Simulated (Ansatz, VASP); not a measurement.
# HfC in VASP and in Ansatz

Contents of INCAR:

```
ALGO = Normal
EDIFF = 1E-7
ENCUT = 520
GGA = RE
ISIF = 2
ISMEAR = -1
LASPH = True
LCHARG = True
LELF = True
LREAL = False
LVHAR = True
LWAVE = False
NBANDS = 14
NELM = 100
PREC = Accurate
SIGMA = 0.05
```

Contents of KPOINTS:

```
k-points
0
Gamma
  10 10 10
```

File POSCAR:

```
HfC
1.0
    0.0000000000      2.3250000000      2.3250000000
    2.3250000000      0.0000000000      2.3250000000
    2.3250000000      2.3250000000      0.0000000000
Hf C
1 1
Direct
    0.5000000000      0.5000000000      0.5000000000
    0.0000000000      0.0000000000      0.0000000000
```

File input.yaml:

```yaml
crystal:
  lattice:
    - [0.0, 2.325, 2.325]
    - [2.325, 0.0, 2.325]
    - [2.325, 2.325, 0.0]
  atoms:
    - { symbol: Hf, position: [0.5, 0.5, 0.5] }
    - { symbol: C, position: [0.0, 0.0, 0.0] }
kpoints:
  mp_grid: { grid: [10, 10, 10] }
  band_path:
    path:
      - [0.0, 0.0, 0.0]
      - [0.5, 0.0, 0.5]
      - [0.5, 0.25, 0.75]
      - [0.375, 0.375, 0.75]
      - [0.0, 0.0, 0.0]
      - [0.5, 0.5, 0.5]
      - [0.625, 0.25, 0.625]
      - [0.5, 0.25, 0.75]
    npoints: 10
scf:
  occupations: { method: fermi_dirac, width: 0.05 }
hamiltonian:
  xc: revpbe
  pseudopotentials: { kind: all_electron, lapw: { basis_error: 0.001 } }
output:
  forces: true
  stress: true
  eigenvalues: true
```

Alike in both runs: functional revPBE; k mesh 10 × 10 × 10; occupations fermi-dirac, width 0.05 eV; no spin polarisation.

|  | VASP | Ansatz |
| --- | --- | --- |
| version | VASP 6.6.1 | Ansatz 0.2.0 |
| potentials or method | VASP PAW PBE potentials, release 64 (Hf_pv, C) | all-electron LAPW, scalar-relativistic |
| plane-wave cutoff (eV) | 520 | see its input |
| task | single point | band structure |

VASP gave:

| Quantity | Value |
| --- | --- |
| gap on the k mesh at the Fermi level (eV) | none |
| pressure (GPa) | 2.5 |

Q: Which values does Ansatz return?

A: gap on the k mesh at the Fermi level (eV): none; pressure (GPa): 3.2.

A gap of «none» marks a metal or a gap that the smearing closes. Ansatz ran all-electron here, so the differences hold the error of VASP's frozen core and of both bases.

Caveats: the PAW data sets were made with another functional, which shifts forces and pressure a little (VASP); spin-orbit coupling is left out, which moves the levels of the heavy elements (Ansatz). The runs have no spin-orbit coupling, so splittings on Hf are missing.
